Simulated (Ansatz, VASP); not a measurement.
Given: the input of a run of Ansatz 0.2.0 on SiC (Moissanite).

The input input.yaml:

```yaml
crystal:
  lattice:
    - [3.0553550827, 0.0, 0.0]
    - [-1.5276775413, 2.6460151191, 0.0]
    - [0.0, 0.0, 5.0141197845]
  atoms:
    - { symbol: Si, position: [0.6666666667, 0.3333333333, 0.5] }
    - { symbol: Si, position: [0.3333333333, 0.6666666667, 0.0] }
    - { symbol: C, position: [0.6666666667, 0.3333333333, 0.885] }
    - { symbol: C, position: [0.3333333333, 0.6666666667, 0.385] }
kpoints:
  mp_grid: { grid: [10, 10, 5] }
scf:
  occupations: { method: fermi_dirac, width: 0.05 }
hamiltonian:
  xc: pbesol
  pseudopotentials: { kind: all_electron, lapw: { basis_error: 0.002 } }
output:
  forces: true
  stress: true
  eigenvalues: true
```

Potentials or basis: all-electron LAPW, scalar-relativistic.

Run with:

```console
$ ansatz run input.yaml --threads 2 --pin off --max-ram 6144MiB --backend cpu --events-out ev --progress --plain --runs-dir out
```

Problem. Translate it to VASP 6.6.1. Potentials there: VASP PAW PBE potentials, release 64 (Si, C).

Solution. As run (the cutoff follows the program's own potentials):

The input INCAR:

```
  PREC = Accurate
  ENCUT = 520
  EDIFF = 1E-6
  ISMEAR = -1
  SIGMA = 0.05
  LREAL = F
  LASPH = T
  NELM = 60
  ALGO = Normal
  ISIF = 2
  LWAVE = F
  LCHARG = T
  GGA = PS
  LELF = T
  LVHAR = T
  NBANDS = 16
```

File KPOINTS:

```
Automatic mesh
0
Gamma
  10 10 5
```

Contents of POSCAR:

```
SiC
1.0
    3.0553550827      0.0000000000      0.0000000000
   -1.5276775413      2.6460151191      0.0000000000
    0.0000000000      0.0000000000      5.0141197845
Si C
2 2
Direct
    0.6666666667      0.3333333333      0.5000000000
    0.3333333333      0.6666666667      0.0000000000
    0.6666666667      0.3333333333      0.8850000000
    0.3333333333      0.6666666667      0.3850000000
```

Potentials or basis: VASP PAW PBE potentials, release 64 (Si, C).

Command:

```sh
$ cat potpaw_PBE.64/Si/POTCAR potpaw_PBE.64/C/POTCAR > POTCAR
$ mpirun -np 1 vasp_std > vasp.out
```

Both were run:

|  | VASP | Ansatz | Ansatz less VASP |
| --- | --- | --- | --- |
| gap on the k mesh at the Fermi level (eV) | 2.29 | 2.30 | +0.010 |
| least direct gap on the mesh (eV) | 4.00 | 4.00 | +0.008 |
| pressure (GPa) | 5.3 | 4.9 | -0.43 |
| largest component of the traceless stress (GPa) | 3.88 | 3.79 | -0.088 |
| rms of the force components (eV/Å) | 0.452 | 0.449 | -0.0031 |

Atom by atom the forces differ by 0.003 eV/Å (rms over components). Ansatz ran all-electron here, so the differences hold the error of VASP's frozen core and of both bases.

Caveats: an odd mesh through Γ misses points on the zone boundary, where band edges often lie; the PAW data sets were made with another functional, which shifts forces and pressure a little (VASP).
